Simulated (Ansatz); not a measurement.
Clean, relaxed (100) surface of Li, space group Im-3m (No. 229) (top face towards +c; held atoms: 1, 2, 3, 4, 5, 6, 7, 8):

```
CELL_PARAMETERS angstrom
6.65010 0.00000 0.00000
0.00000 6.65010 0.00000
0.00000 0.00000 20.98758
ATOMIC_POSITIONS crystal
Li 0.25000 0.75000 0.38118
Li 0.25000 0.25000 0.38118
Li 0.75000 0.75000 0.38118
Li 0.75000 0.25000 0.38118
Li 0.50000 0.50000 0.46039
Li 0.50000 0.00000 0.46039
Li 0.00000 0.50000 0.46039
Li 0.00000 0.00000 0.46039
Li 0.75000 0.25000 0.54359
Li 0.75000 0.75000 0.54359
Li 0.25000 0.25000 0.54359
Li 0.25000 0.75000 0.54359
Li 0.00000 0.00000 0.63348
Li 0.00000 0.50000 0.63348
Li 0.50000 0.00000 0.63348
Li 0.50000 0.50000 0.63348
```

Method: Ansatz, DFT PBE+D3(BJ), scalar-relativistic, plane waves, PAW. Cutoff 420 eV; k points 3×3×1 on the computed 19-atom cell (Γ-centred); Gaussian smearing, width 0.10 eV; no spin polarisation. The cell repeats along c with a dipole correction in the vacuum.

H2O is put on the top face, one molecule per 44.2 Å², and relaxed from 3 starts; the cell is lengthened along c to keep the vacuum. E_ads is per molecule, from the clean relaxed slab and the free relaxed molecule; negative means bound; no zero-point or thermal terms, forces under 0.04 eV/Å, and the free molecule is spin-polarised where open-shell. Heights count from the highest slab atom. Δp counts per cell along +c.

```tsv
start	E_ads (eV)	molecule	lowest atom's height (Å)	shortest contact	Δφ top (eV)	Δp (e·Å)
random tilt, lowest atom H over a hollow over Li site	-0.82	whole	0.96	O–Li 2.02 Å	-0.66	+0.140
flat, lowest atom O over a bridge Li-Li site	-0.79	whole	1.27	O–Li 2.02 Å	-0.57	+0.110
upright, lowest atom H over a bridge Li-Li site	-0.82	whole	0.98	O–Li 2.03 Å	-0.66	+0.140
```

Each end is the local minimum that its start leads to.